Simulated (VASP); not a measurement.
# BN (P6_3/mmc) in VASP: notebook, part 2 of 2

VASP 6.6.1. The steps go on from the part before.

### Step 4. Dielectric tensor, PBE

INCAR

```
SYSTEM = BN
  PREC = Accurate
  ENCUT = 650
  EDIFF = 1E-8
  ISMEAR = 0
  SIGMA = 0.01
  LREAL = .FALSE.
  LASPH = .TRUE.
  NELM = 100
  ALGO = Normal
  ISIF = 2
  LWAVE = .FALSE.
  LCHARG = .FALSE.
  GGA = PE
  LEPSILON = .TRUE.
```

KPOINTS

```
Automatic mesh
0
G
  5 5 2
  0 0 0
```

POSCAR

```
BN
1.0
    2.4982400000      0.0000000000      0.0000000000
   -1.2491200000      2.1635393048      0.0000000000
    0.0000000000      0.0000000000      6.6357000000
N B
2 2
Direct
    0.6666666667      0.3333333333      0.2500000000
    0.3333333333      0.6666666667      0.7500000000
    0.6666666667      0.3333333333      0.7500000000
    0.3333333333      0.6666666667      0.2500000000
```

Potentials or basis: VASP PAW PBE potentials, release 64 (N, B).

Launch:

```bash
cat potpaw_PBE.64/N/POTCAR potpaw_PBE.64/B/POTCAR > POTCAR
mpirun -np 1 vasp_std > vasp.out
```

OUTCAR:

```text
SYSTEM = BN
   PREC = Accurate
   ENCUT = 650
   EDIFF = 1E-8
   ISMEAR = 0
   LREAL = .FALSE.
   LASPH = .TRUE.
   NELM = 100
   ISIF = 2
   GGA = PE
   LEPSILON = .TRUE.

 Found     10 irreducible k-points:

 Following reciprocal coordinates:
            Coordinates               Weight
  0.000000  0.000000  0.000000      1.000000
  0.200000  0.000000  0.000000      6.000000
  0.400000 -0.000000  0.000000      6.000000
  0.200000  0.200000  0.000000      6.000000
  0.400000  0.200000  0.000000      6.000000
  0.000000  0.000000  0.500000      1.000000
   k-points           NKPTS =     10   k-points in BZ     NKDIM =     10   number of bands    NBANDS=     12
   number of dos      NEDOS =    301   number of ions     NIONS =      4
   total plane-waves  NPLWV =  32256
   dimension x,y,z NGX =    24 NGY =   24 NGZ =   56
   dimension x,y,z NGXF=    48 NGYF=   48 NGZF=  112
   ions per type =               2   2
   NGX,Y,Z   is equivalent  to a cutoff of  15.97, 15.97, 14.03 a.u.
   NGXF,Y,Z  is equivalent  to a cutoff of  31.94, 31.94, 28.06 a.u.
 SYSTEM =  BN
   PREC   = accura    normal or accurate (medium, high low for compatibility)
   ISTART =      0    job   : 0-new  1-cont  2-samecut
   ICHARG =      2    charge: 1-file 2-atom 10-const
[... 210 lines left out ...]

------------------------ aborting loop because EDIFF is reached ----------------------------------------

 PIEZOELECTRIC TENSOR FIELD DIRECTION 3  (e Angst)
 -----------------------------------------------------------------------------
    -0.00000  0.00000  0.00000           (  0.00000  0.00000  0.00000)
     0.00000 -0.00000  0.00000           (  0.00000  0.00000  0.00000)
     0.00000  0.00000  0.00000           (  0.00000  0.00000  0.00000)

 PIEZOELECTRIC TENSOR FIELD DIRECTION 3  (C/m^2)
 -----------------------------------------------------------------------------
    -0.00000  0.00000  0.00000
     0.00000 -0.00000  0.00000
     0.00000  0.00000  0.00000

 MACROSCOPIC STATIC DIELECTRIC TENSOR (including local field effects in DFT)
 ------------------------------------------------------
           4.967344     0.000000    -0.000000
           0.000000     4.967344     0.000000
           0.000000    -0.000000     2.711318
 ------------------------------------------------------

 PIEZOELECTRIC TENSOR (including local field effects)  for field in x, y, z        (e  Angst)
          XX          YY          ZZ          XY          YZ          ZX
  --------------------------------------------------------------------------------
  x     0.00000     0.00000     0.00000     0.00000     0.00000     0.00000
  y     0.00000     0.00000     0.00000     0.00000     0.00000     0.00000
  z     0.00000     0.00000     0.00000     0.00000     0.00000     0.00000

 PIEZOELECTRIC TENSOR (including local field effects)  for field in x, y, z        (C/m^2)
          XX          YY          ZZ          XY          YZ          ZX
  --------------------------------------------------------------------------------
  x     0.00000     0.00000     0.00000     0.00000     0.00000     0.00000
  y     0.00000     0.00000     0.00000     0.00000     0.00000     0.00000
  z     0.00000     0.00000     0.00000     0.00000     0.00000     0.00000

 BORN EFFECTIVE CHARGES (including local field effects) (in |e|, cummulative output)
 ---------------------------------------------------------------------------------
 ion    1
    1    -2.76312     0.00000    -0.00000
    2     0.00000    -2.76312     0.00000
    3     0.00000    -0.00000    -0.74864
 ion    2
    1    -2.76312     0.00000    -0.00000
    2     0.00000    -2.76312     0.00000
    3     0.00000     0.00000    -0.74864
 ion    3
    1     2.76312     0.00000     0.00000
    2     0.00000     2.76312     0.00000
    3     0.00000     0.00000     0.74864
 ion    4
    1     2.76312     0.00000     0.00000
    2     0.00000     2.76312     0.00000
    3     0.00000     0.00000     0.74864
```

OSZICAR:

```text
[... 13 lines left out ...]
RMM:   3    -0.178500375198E+00    0.23111E-01   -0.21020E-02   352   0.103E+00    0.344E-01
RMM:   4    -0.182871185861E+00   -0.43708E-02   -0.19794E-02   370   0.997E-01    0.109E-01
RMM:   5    -0.188782882605E+00   -0.59117E-02   -0.58510E-04   396   0.207E-01    0.121E-02
RMM:   6    -0.188915287050E+00   -0.13240E-03   -0.16732E-05   410   0.229E-02    0.576E-03
RMM:   7    -0.189197053076E+00   -0.28177E-03   -0.22830E-06   400   0.129E-02    0.112E-03
RMM:   8    -0.189219653375E+00   -0.22600E-04   -0.16225E-07   400   0.280E-03    0.359E-04
RMM:   9    -0.189213876665E+00    0.57767E-05   -0.20851E-08   419   0.104E-03    0.355E-05
RMM:  10    -0.189212096974E+00    0.17797E-05   -0.41569E-09   381   0.202E-04    0.160E-05
RMM:  11    -0.189212611493E+00   -0.51452E-06   -0.34134E-09   259   0.107E-04    0.449E-06
```

stdout:

```text
POSCAR found type information on POSCAR N B
 POSCAR found :  2 types and       4 ions
 scaLAPACK will be used
 LDA part: xc-table for (Slater+PW92), standard interpolation
 POSCAR, INCAR and KPOINTS ok, starting setup
 FFT: planning ... GRIDC
 FFT: planning ... GRID_SOFT
 FFT: planning ... GRID
 WAVECAR not read
 entering main loop
 Linear response reoptimize wavefunctions to high precision
 Linear response G [H, r] |phi>, progress :
  Direction:   1
 Linear response G [H, r] |phi>, progress :
  Direction:   2
 Linear response G [H, r] |phi>, progress :
  Direction:   3
 Linear response to external field (no local field effect), progress :
  Direction:   1
 dielectric tensor                  component  1 :     5.750     1.205    -0.000
 Linear response to external field (no local field effect), progress :
  Direction:   2
 dielectric tensor                  component  2 :     1.205     4.366    -0.000
 Linear response to external field (no local field effect), progress :
  Direction:   3
 dielectric tensor                  component  3 :    -0.000     0.000     3.035
 Linear response to external field, progress :
  Direction:   1
 dielectric tensor                  component  1 :     4.967     0.786    -0.000
 Linear response to external field, progress :
  Direction:   2
 dielectric tensor                  component  2 :     0.786     4.967    -0.000
 Linear response to external field, progress :
  Direction:   3
 dielectric tensor                  component  3 :    -0.000     0.000     2.711
 Born effective charges drift removed
```

It took 58 s on 1 thread of Intel Xeon Platinum 8259CL at 2.50GHz (Skylake/Cascade Lake), shared host; peak memory 0.19 GiB.

The run converged, but some of its settings lie outside the range that counts as converged, so its numbers aren't taken as properties of the crystal.

Results:

```
Band gap on the k mesh                  : 4.68 eV, direct
Electronic dielectric tensor (diagonal) : 4.97, 4.97, 2.71
Born charges (mean of the diagonal)     : N -2.09; B +2.09 e
```

Caveat: the k mesh is coarse (spacing up to 0.58 Å⁻¹), so the values aren't converged; an odd mesh through Γ misses points on the zone boundary, where band edges often lie; this functional lacks dispersion, which binds the layers, so the pressure and a relaxed spacing across them are unreliable.

### Step 5. Dielectric tensor, PBE

INCAR, as its differences from that of step 4:

```diff
@@ -2,3 +2,3 @@
   PREC = Accurate
-  ENCUT = 650
+  ENCUT = 280
   EDIFF = 1E-8
```

KPOINTS

```
Automatic mesh
0
G
  8 8 3
  0 0 0
```

POSCAR is that of step 4.

Potentials or basis: VASP PAW PBE potentials, release 64 (N, B).

Launch:

```bash
cat potpaw_PBE.64/N/POTCAR potpaw_PBE.64/B/POTCAR > POTCAR
mpirun -np 1 vasp_std > vasp.out
```

OUTCAR:

```text
SYSTEM = BN
   PREC = Accurate
   ENCUT = 280
   EDIFF = 1E-8
   ISMEAR = 0
   LREAL = .FALSE.
   LASPH = .TRUE.
   NELM = 100
   ISIF = 2
   GGA = PE
   LEPSILON = .TRUE.

 Found     20 irreducible k-points:

 Following reciprocal coordinates:
            Coordinates               Weight
  0.000000  0.000000  0.000000      1.000000
  0.125000  0.000000  0.000000      6.000000
  0.250000  0.000000  0.000000      6.000000
  0.375000  0.000000  0.000000      6.000000
  0.500000  0.000000  0.000000      3.000000
  0.125000  0.125000  0.000000      6.000000
   k-points           NKPTS =     20   k-points in BZ     NKDIM =     20   number of bands    NBANDS=     12
   number of dos      NEDOS =    301   number of ions     NIONS =      4
   total plane-waves  NPLWV =   7056
   dimension x,y,z NGX =    14 NGY =   14 NGZ =   36
   dimension x,y,z NGXF=    28 NGYF=   28 NGZF=   72
   ions per type =               2   2
   NGX,Y,Z   is equivalent  to a cutoff of   9.32,  9.32,  9.02 a.u.
   NGXF,Y,Z  is equivalent  to a cutoff of  18.63, 18.63, 18.04 a.u.
 SYSTEM =  BN
   PREC   = accura    normal or accurate (medium, high low for compatibility)
   ISTART =      0    job   : 0-new  1-cont  2-samecut
   ICHARG =      2    charge: 1-file 2-atom 10-const
[... 208 lines left out ...]

  energy without entropy =       -0.18788303

------------------------ aborting loop because EDIFF is reached ----------------------------------------

 PIEZOELECTRIC TENSOR FIELD DIRECTION 3  (e Angst)
 -----------------------------------------------------------------------------
    -0.00030  0.00000  0.00000           ( -0.00000  0.00000  0.00000)
     0.00000 -0.00030 -0.00000           (  0.00000 -0.00000 -0.00000)
     0.00000 -0.00000  0.00030           (  0.00000 -0.00000 -0.00001)

 PIEZOELECTRIC TENSOR FIELD DIRECTION 3  (C/m^2)
 -----------------------------------------------------------------------------
    -0.00014  0.00000  0.00000
     0.00000 -0.00014 -0.00000
     0.00000 -0.00000  0.00013

 MACROSCOPIC STATIC DIELECTRIC TENSOR (including local field effects in DFT)
 ------------------------------------------------------
           4.785885     0.000000     0.000000
          -0.000000     4.785885    -0.000000
           0.000000     0.000000     2.703900
 ------------------------------------------------------

 PIEZOELECTRIC TENSOR (including local field effects)  for field in x, y, z        (e  Angst)
          XX          YY          ZZ          XY          YZ          ZX
  --------------------------------------------------------------------------------
  x     0.00000     0.00000     0.00000     0.00000     0.00000     0.00000
  y     0.00000     0.00000     0.00000     0.00000     0.00000     0.00000
  z     0.00000     0.00000     0.00000     0.00000     0.00000     0.00000

 PIEZOELECTRIC TENSOR (including local field effects)  for field in x, y, z        (C/m^2)
          XX          YY          ZZ          XY          YZ          ZX
  --------------------------------------------------------------------------------
  x     0.00000     0.00000     0.00000     0.00000     0.00000     0.00000
  y     0.00000     0.00000     0.00000     0.00000     0.00000     0.00000
  z     0.00000     0.00000     0.00000     0.00000     0.00000     0.00000

 BORN EFFECTIVE CHARGES (including local field effects) (in |e|, cummulative output)
 ---------------------------------------------------------------------------------
 ion    1
    1    -2.66422     0.00000     0.00000
    2     0.00000    -2.66422     0.00000
    3     0.00000    -0.00000    -0.70937
 ion    2
    1    -2.66422     0.00000     0.00000
    2     0.00000    -2.66422     0.00000
    3     0.00000    -0.00000    -0.70937
 ion    3
    1     2.66422     0.00000     0.00000
    2     0.00000     2.66422     0.00000
    3     0.00000    -0.00000     0.70937
 ion    4
    1     2.66422     0.00000     0.00000
    2     0.00000     2.66422     0.00000
    3     0.00000     0.00000     0.70937
```

OSZICAR:

```text
[... 13 lines left out ...]
RMM:   3    -0.177781746668E+00    0.23392E-01   -0.21489E-02   704   0.999E-01    0.342E-01
RMM:   4    -0.181880740781E+00   -0.40990E-02   -0.20652E-02   761   0.958E-01    0.108E-01
RMM:   5    -0.187447788708E+00   -0.55670E-02   -0.47087E-04   771   0.169E-01    0.108E-02
RMM:   6    -0.187633713468E+00   -0.18592E-03   -0.12576E-05   813   0.203E-02    0.510E-03
RMM:   7    -0.187867951539E+00   -0.23424E-03   -0.19166E-06   815   0.116E-02    0.814E-04
RMM:   8    -0.187888457792E+00   -0.20506E-04   -0.12200E-07   802   0.204E-03    0.307E-04
RMM:   9    -0.187884041979E+00    0.44158E-05   -0.46776E-08   811   0.867E-04    0.293E-05
RMM:  10    -0.187882344464E+00    0.16975E-05   -0.36634E-08   672   0.289E-04    0.115E-05
RMM:  11    -0.187883032045E+00   -0.68758E-06   -0.37654E-08   528   0.235E-04    0.244E-06
```

stdout:

```text
POSCAR found type information on POSCAR N B
 POSCAR found :  2 types and       4 ions
 scaLAPACK will be used
 LDA part: xc-table for (Slater+PW92), standard interpolation
 POSCAR, INCAR and KPOINTS ok, starting setup
 FFT: planning ... GRIDC
 FFT: planning ... GRID_SOFT
 FFT: planning ... GRID
 WAVECAR not read
 entering main loop
 Linear response reoptimize wavefunctions to high precision
 Linear response G [H, r] |phi>, progress :
  Direction:   1
 Linear response G [H, r] |phi>, progress :
  Direction:   2
 Linear response G [H, r] |phi>, progress :
  Direction:   3
 Linear response to external field (no local field effect), progress :
  Direction:   1
 dielectric tensor                  component  1 :     5.371     1.068    -0.086
 Linear response to external field (no local field effect), progress :
  Direction:   2
 dielectric tensor                  component  2 :     1.068     4.376    -0.143
 Linear response to external field (no local field effect), progress :
  Direction:   3
 dielectric tensor                  component  3 :    -0.086    -0.143     3.030
 Linear response to external field, progress :
  Direction:   1
 dielectric tensor                  component  1 :     4.786     0.347     0.028
 Linear response to external field, progress :
  Direction:   2
 dielectric tensor                  component  2 :     0.348     4.786    -0.118
 Linear response to external field, progress :
  Direction:   3
 dielectric tensor                  component  3 :    -0.086    -0.143     2.704
 Born effective charges drift removed
```

Wall time 37 s (1 thread of Intel Xeon Platinum 8259CL at 2.50GHz (Skylake/Cascade Lake), shared host); peak memory 0.13 GiB.

The run converged, but a check on its numbers failed (symmetry, net force, bounds or a known fault of this set-up), so they aren't taken as properties of the crystal.

Caveat: the cutoff lies under the usual one of these potentials, so the numbers hold a large basis-set error; an odd mesh through Γ misses points on the zone boundary, where band edges often lie; this functional lacks dispersion, which binds the layers, so the pressure and a relaxed spacing across them are unreliable.

### Step 6. Dielectric tensor, PBE

INCAR, as its differences from that of step 5:

```diff
@@ -2,3 +2,3 @@
   PREC = Accurate
-  ENCUT = 280
+  ENCUT = 340
   EDIFF = 1E-8
```

KPOINTS is that of step 5.

POSCAR is that of step 5.

Potentials or basis: VASP PAW PBE potentials, release 64 (N, B).

Launch:

```bash
cat potpaw_PBE.64/N/POTCAR potpaw_PBE.64/B/POTCAR > POTCAR
mpirun -np 1 vasp_std > vasp.out
```

OUTCAR:

```text
SYSTEM = BN
   PREC = Accurate
   ENCUT = 340
   EDIFF = 1E-8
   ISMEAR = 0
   LREAL = .FALSE.
   LASPH = .TRUE.
   NELM = 100
   ISIF = 2
   GGA = PE
   LEPSILON = .TRUE.

 Found     20 irreducible k-points:

 Following reciprocal coordinates:
            Coordinates               Weight
  0.000000  0.000000  0.000000      1.000000
  0.125000  0.000000  0.000000      6.000000
  0.250000  0.000000  0.000000      6.000000
  0.375000  0.000000  0.000000      6.000000
  0.500000  0.000000  0.000000      3.000000
  0.125000  0.125000  0.000000      6.000000
   k-points           NKPTS =     20   k-points in BZ     NKDIM =     20   number of bands    NBANDS=     12
   number of dos      NEDOS =    301   number of ions     NIONS =      4
[... 237 lines left out ...]
           4.760187     0.000000     0.000000
           0.000000     4.760187     0.000000
          -0.000000     0.000000     2.691930
 ------------------------------------------------------

 PIEZOELECTRIC TENSOR (including local field effects)  for field in x, y, z        (e  Angst)
          XX          YY          ZZ          XY          YZ          ZX
  --------------------------------------------------------------------------------
  x     0.00000     0.00000     0.00000     0.00000     0.00000     0.00000
  y     0.00000     0.00000     0.00000     0.00000     0.00000     0.00000
  z     0.00000     0.00000     0.00000     0.00000     0.00000     0.00000

 PIEZOELECTRIC TENSOR (including local field effects)  for field in x, y, z        (C/m^2)
          XX          YY          ZZ          XY          YZ          ZX
  --------------------------------------------------------------------------------
  x     0.00000     0.00000     0.00000     0.00000     0.00000     0.00000
  y     0.00000     0.00000     0.00000     0.00000     0.00000     0.00000
  z     0.00000     0.00000     0.00000     0.00000     0.00000     0.00000

 BORN EFFECTIVE CHARGES (including local field effects) (in |e|, cummulative output)
 ---------------------------------------------------------------------------------
 ion    1
    1    -2.69651     0.00000     0.00000
    2     0.00000    -2.69651     0.00000
    3     0.00000    -0.00000    -0.73096
 ion    2
    1    -2.69651     0.00000     0.00000
    2     0.00000    -2.69651     0.00000
    3     0.00000    -0.00000    -0.73096
 ion    3
    1     2.69651     0.00000     0.00000
    2     0.00000     2.69651     0.00000
    3    -0.00000     0.00000     0.73096
 ion    4
    1     2.69651     0.00000     0.00000
    2     0.00000     2.69651     0.00000
    3    -0.00000     0.00000     0.73096
```

stdout:

```text
POSCAR found type information on POSCAR N B
 POSCAR found :  2 types and       4 ions
 scaLAPACK will be used
 LDA part: xc-table for (Slater+PW92), standard interpolation
 POSCAR, INCAR and KPOINTS ok, starting setup
 FFT: planning ... GRIDC
 FFT: planning ... GRID_SOFT
 FFT: planning ... GRID
 WAVECAR not read
 entering main loop
 Linear response reoptimize wavefunctions to high precision
 Linear response G [H, r] |phi>, progress :
  Direction:   1
 Linear response G [H, r] |phi>, progress :
  Direction:   2
 Linear response G [H, r] |phi>, progress :
  Direction:   3
 Linear response to external field (no local field effect), progress :
  Direction:   1
 dielectric tensor                  component  1 :     5.337     1.058    -0.087
 Linear response to external field (no local field effect), progress :
  Direction:   2
 dielectric tensor                  component  2 :     1.058     4.360    -0.142
 Linear response to external field (no local field effect), progress :
  Direction:   3
 dielectric tensor                  component  3 :    -0.087    -0.142     3.016
 Linear response to external field, progress :
  Direction:   1
 dielectric tensor                  component  1 :     4.760     0.343     0.027
 Linear response to external field, progress :
  Direction:   2
 dielectric tensor                  component  2 :     0.344     4.760    -0.117
 Linear response to external field, progress :
  Direction:   3
 dielectric tensor                  component  3 :    -0.087    -0.141     2.692
 Born effective charges drift removed
```

Wall time 40 s (1 thread of Intel Xeon Platinum 8259CL at 2.50GHz (Skylake/Cascade Lake), shared host); peak memory 0.15 GiB.

The run converged, but a check on its numbers failed (symmetry, net force, bounds or a known fault of this set-up), so they aren't taken as properties of the crystal.

Caveat: the cutoff lies under the usual one of these potentials, so the numbers hold a large basis-set error; an odd mesh through Γ misses points on the zone boundary, where band edges often lie; this functional lacks dispersion, which binds the layers, so the pressure and a relaxed spacing across them are unreliable.

### Step 7. For comparison

An earlier run on the cell as given: functional PBE; potentials or basis VASP PAW PBE potentials, release 64 (N, B); cutoff 520 eV; k mesh 12 × 12 × 4; occupations fermi-dirac, width 0.05 eV; no spin polarisation.

- Pressure: 5.1 GPa
- Band gap on the k mesh: 4.29 eV, indirect (least direct gap 4.66 eV)
